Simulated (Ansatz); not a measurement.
## AgCl: energy along a strain

AgCl, Pm-3m, a = 3.434 Å (as given, not relaxed at this level: -1.8 GPa). This isn't the usual stable structure of the compound. Ansatz: r2SCAN, PAW, 500 eV, Γ-centred 8×8×8 mesh on 2 atoms, Gaussian smearing 0.05 eV; no spin polarisation. Cell vectors (Å): 3.434 0.000 0.000; 0.000 3.434 0.000; 0.000 0.000 3.434. The cell is strained by x per cent times the pattern (0 1 0 0 0 0) in the order xx yy zz yz xz xy (engineering shears), with fractional coordinates held. y is the free energy over the start, V0 = 20.247 Å³/atom.

```
x (%) y (meV/atom)
-4.00             ?
-3.00         -1.64
-2.00         -2.29
-1.00         -1.72
 0.00          0.00
 1.00          2.79
 2.00          6.57
 3.00         11.31
 3.50         14.02
 4.00         16.94
```

**Question.** Fit y = c1 x + c2 x² + c3 x³ to the other rows, get the stiffness along the pattern, and predict the missing energy.

**Answer.** Least squares on the rows shown. y = 2.2579 x + 0.53725 x² − 0.010824 x³. The clamped-ion stiffness p·C·p = 2 × 5.373 eV × 160.2 / 20.247 Å³ = 85 GPa, which is C22 in these axes (C11 of the cubic crystal) (second derivative at the start, which stands under stress). At x = -4.00 the fit asked for gives 0.26 meV/atom. The run gave 0.32 meV/atom, so the fit is 0.06 meV/atom too low, a small miss on the scale of the series.